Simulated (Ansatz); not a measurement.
Crystal: Cu.

```
Cu
1.0
     0.00000    1.80750    1.80750
     1.80750    0.00000    1.80750
     1.80750    1.80750    0.00000
Cu
1
Direct
  0.00000 0.00000 0.00000
```

| Quantity | Value |
| --- | --- |
| Program | Ansatz 0.2.0 |
| Task | relaxation of cell and atoms |
| Functional | PBE |
| Dispersion | D4 |
| Potentials or basis | all-electron LAPW, scalar-relativistic |
| Basis error allowed | 0.001 eV/atom |
| k mesh | 13 × 13 × 13 |
| Occupations | fermi-dirac, width 0.05 eV |
| Spin | no spin polarisation |

At the start: volume 11.81 Å³/atom.

How do energy, volume and symmetry change on relaxing?

Over 5 steps the energy falls by 7.2 meV/atom and the volume is 11.40 Å³/atom (-3.5 %); space group Fm-3m (No. 225, to 0.05 Å).

The path:
```tsv
step	energy change (eV)	largest force (eV/Å)	volume (Å³)
1	0.0000	0.0000	11.81
2	-0.0055	0.0000	11.59
3	-0.0072	0.0000	11.38
4	-0.0072	0.0000	11.40
5	-0.0072	0.0000	11.40
```

Final structure:
```
Cu
1.0
     0.00000    1.78611    1.78611
     1.78611    0.00000    1.78611
     1.78611    1.78611    0.00000
Cu
1
Direct
  0.00000 0.00000 0.00000
```
